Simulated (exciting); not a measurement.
SnTe under changes of volume

One of the cells (31.281 Å³/atom); the others are scaled copies at fixed shape and fractional positions:

```
Te Sn
1.0
     0.00000    3.15085    3.15085
     3.15085    0.00000    3.15085
     3.15085    3.15085    0.00000
Te Sn
1 1
Direct
  0.50000 0.50000 0.50000
  0.00000 0.00000 0.00000
```

```yaml
Program: exciting (release sodium)
Functional: PW91
Potentials_or_basis: all-electron LAPW+lo, shipped species files, valence relativity iora*
rgkmax: 9
k_mesh: 4 × 4 × 4
Occupations: gaussian, width 0.01 eV
Spin: no spin polarisation
```

| volume (Å³/atom) | energy over the lowest point (meV/atom) | gap on the mesh (eV) |
| --- | --- | --- |
| 29.404 | 42.54 | 0.26 |
| 30.030 | 25.97 | 0.19 |
| 30.656 | 14.00 | 0.13 |
| 31.281 | 6.01 | 0.07 |
| 31.907 | 2.54 | 0.01 |
| 32.532 | 0.00 | 0.04 |
| 33.158 | ? | ? |

**Question.** What does the run at 33.158 Å³/atom give?

**Answer.** Energy over the lowest point 0.96 meV/atom; gap on the mesh 0.09 eV.

Worked out: A Birch-Murnaghan fit of order 3 (a polynomial in V^(-2/3)) to the other rows has its minimum at 32.88 Å³/atom, just outside them, with B0 = V·E''(V) = 20 GPa (rough, since the energies scatter). It gives 0.05 meV/atom at 33.158 Å³/atom, against the run's 0.96.

Energies are extrapolated to zero smearing.

Caveats: all runs use coarse meshes; spin-orbit coupling is left out, which moves the levels of the heavy elements.

A mesh can miss the band edges.
